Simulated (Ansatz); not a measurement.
TiAl₃: moving Ti off its site

TiAl₃, Pm-3m, a = 3.956 Å. This isn't the usual stable structure of the compound. Ansatz: r2SCAN, PAW, 500 eV, Γ-centred 12×12×12 mesh on 4 atoms, Gaussian smearing 0.15 eV; no spin polarisation.

```
Ti Al
1.0
     3.95567    0.00000    0.00000
     0.00000    3.95567    0.00000
     0.00000    0.00000    3.95567
Ti Al
1 3
Cartesian
  0.0000 0.0000 0.0000
  1.9778 1.9778 0.0000
  1.9778 0.0000 1.9778
  0.0000 1.9778 1.9778
```

Atom 1 (Ti) moves by x along the unit vector (-1.000, 0.000, 0.000), with its periodic images; all else is held. y is the free energy of the cell over the start, F the force along the path summed over the moved atoms.

```tsv
x (Å)	y (meV)	F (eV/Å)
-0.600	?	?
-0.360	649.3	3.65
-0.120	71.7	1.20
0.000	0.0	0.00
0.240	287.2	-2.40
0.480	1165.5	-4.97
```

Problem. Fit y = c2 x² + c3 x³ + c4 x⁴ to the energies of the other rows, give the force constant, and predict energy and force of the missing row.

Solution. Least squares on the rows shown. y = 4961.5 x² + 9.5399 x³ + 401.38 x⁴. The force constant is 2 c2 = 9.92 eV/Å² (for all images moving together, not for a lone atom). The force −dy/dx at the missing row is 6.29 eV/Å (computed 6.33). At x = -0.600 the fit asked for gives 1836.1 meV. The run gave 1843.5 meV, so the fit is 7.4 meV too low, a small miss on the scale of the series. The form still works here, 29 % of the fitted range beyond its end.